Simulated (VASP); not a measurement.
CdO (Monteponite):

```
CELL_PARAMETERS angstrom
0.00000 2.34950 2.34950
2.34950 0.00000 2.34950
2.34950 2.34950 0.00000
ATOMIC_POSITIONS crystal
Cd 0.00000 0.00000 0.00000
O 0.50000 0.50000 0.50000
```

```yaml
Program: VASP 6.6.1
Task: relaxation of cell and atoms
Functional: PBE
Dispersion: D3(BJ)
Potentials_or_basis: VASP PAW PBE potentials, release 64 (Cd, O)
Cutoff: 600 eV
k_mesh: 10 × 10 × 10
Occupations: fermi-dirac, width 0.05 eV
Spin: no spin polarisation
```

At the start: pressure 3.8 GPa; volume 12.97 Å³/atom.

Problem. How do energy, volume and symmetry change on relaxing?

Solution. Over 3 steps the energy falls by 3.9 meV/atom and the volume is 13.31 Å³/atom (+2.6 %); space group Fm-3m (No. 225, to 0.05 Å).

The path:
```
step  energy change (eV)  largest force (eV/Å)  pressure (GPa)  volume (Å³)
   1              0.0000                0.0000            3.77        25.94
   2             -0.0044                0.0000           -2.28        27.10
   3             -0.0078                0.0000            0.01        26.62
```

Final structure:
```cif
data_structure
_symmetry_space_group_name_H-M 'P 1'
_symmetry_Int_Tables_number 1
_cell_length_a 3.3517
_cell_length_b 3.3517
_cell_length_c 3.3517
_cell_angle_alpha 60.000
_cell_angle_beta 60.000
_cell_angle_gamma 60.000
_cell_volume 26.62
loop_
_atom_site_label
_atom_site_type_symbol
_atom_site_fract_x
_atom_site_fract_y
_atom_site_fract_z
_atom_site_occupancy
Cd1 Cd 0.00000 0.00000 0.00000 1
O1 O 0.50000 0.50000 0.50000 1
```

Caveat: pairwise dispersion overbinds metals, which lowers pressure and volume.
